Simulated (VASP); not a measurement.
Crystal: MgO.

```xyz
4
Lattice="3.2406 0.0000 0.0000 -1.6203 2.8064 0.0000 0.0000 0.0000 5.1917" Properties=species:S:1:pos:R:3 pbc="T T T"
Mg    0.0000    1.8709    2.5959
Mg    1.6203    0.9355    0.0000
O     1.6203    0.9355    1.9677
O     0.0000    1.8709    4.5636
```

The cell was built by a generator and needn't be a form met in nature.

```yaml
Program: VASP 6.6.1
Task: relaxation of cell and atoms
Functional: PBEsol
Potentials_or_basis: VASP PAW PBE potentials, release 64 (Mg, O)
Cutoff: 600 eV
k_mesh: 9 × 9 × 5
Occupations: gaussian, width 0.03 eV
Spin: no spin polarisation
```

At the start: pressure 0.8 GPa; volume 11.80 Å³/atom.

**Question.** Where does the relaxation end?

**Answer.** Over 10 steps the energy falls by 4.9 meV/atom and the volume is 11.82 Å³/atom (+0.2 %); space group P6_3mc (No. 186, to 0.05 Å).

The path:
| step | energy change (eV) | largest force (eV/Å) | pressure (GPa) | volume (Å³) |
| --- | --- | --- | --- | --- |
| 1 | 0.0000 | 0.1673 | 0.85 | 47.22 |
| 2 | -0.0065 | 0.0809 | -0.30 | 47.64 |
| 3 | -0.0079 | 0.0361 | -0.94 | 47.89 |
| 4 | -0.0133 | 0.0429 | -0.46 | 47.67 |
| 5 | -0.0180 | 0.0742 | 0.43 | 47.21 |
| 6 | -0.0180 | 0.0789 | 0.54 | 47.16 |
| 7 | -0.0195 | 0.0143 | -0.17 | 47.33 |
| 8 | -0.0195 | 0.0062 | -0.05 | 47.31 |
| 9 | -0.0195 | 0.0080 | -0.07 | 47.31 |
| 10 | -0.0196 | 0.0013 | -0.07 | 47.30 |

Final structure:
```yaml
crystal:
  lattice:
    - [3.29924, 0.00000, 0.00000]
    - [-1.64962, 2.85722, 0.00000]
    - [0.00000, 0.00000, 5.01730]
  atoms:
    - { symbol: Mg, position: [0.33333, 0.66667, 0.49100] }
    - { symbol: Mg, position: [0.66667, 0.33333, 0.99100] }
    - { symbol: O, position: [0.66667, 0.33333, 0.38801] }
    - { symbol: O, position: [0.33333, 0.66667, 0.88801] }
```

Caveat: the PAW data sets were made with another functional, which shifts forces and pressure a little.
